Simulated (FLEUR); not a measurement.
ZnS under changes of volume

One of the cells (19.727 Å³/atom); the others are scaled copies at fixed shape and fractional positions:

```
Zn S
1.0
     0.00000    2.70200    2.70200
     2.70200    0.00000    2.70200
     2.70200    2.70200    0.00000
Zn S
1 1
Cartesian
  4.0530 4.0530 4.0530
  0.0000 0.0000 0.0000
```

* Program: FLEUR MaX-R8.1 (later development tree)
* Functional: LDA
* Potentials or basis: all-electron
* Basis: FLAPW
* Kmax: 5.27 1/bohr
* k mesh: 9 × 9 × 9
* Occupations: fermi-dirac, width 0.05 eV
* Spin: no spin polarisation

```tsv
volume (Å³/atom)	energy over the lowest point (meV/atom)	gap on the mesh (eV)
18.543	0.00	2.14
18.938	1.94	2.04
19.727	17.57	1.86
20.516	46.16	1.69
20.910	?	?
```

Problem. What does the run at 20.910 Å³/atom give?

Solution. Energy over the lowest point 64.44 meV/atom; gap on the mesh 1.61 eV.

Worked out: A Birch-Murnaghan fit of order 2 (a polynomial in V^(-2/3)) to the other rows has its minimum at 18.56 Å³/atom with B0 = V·E''(V) = 85 GPa. It gives 64.54 meV/atom at 20.910 Å³/atom, against the run's 64.44. A straight line through the other rows of the gap, of slope -4.44 eV per unit of ln V (its deformation potential), extrapolates to 1.60 eV, against the run's 1.61.

Energies are extrapolated to zero smearing.
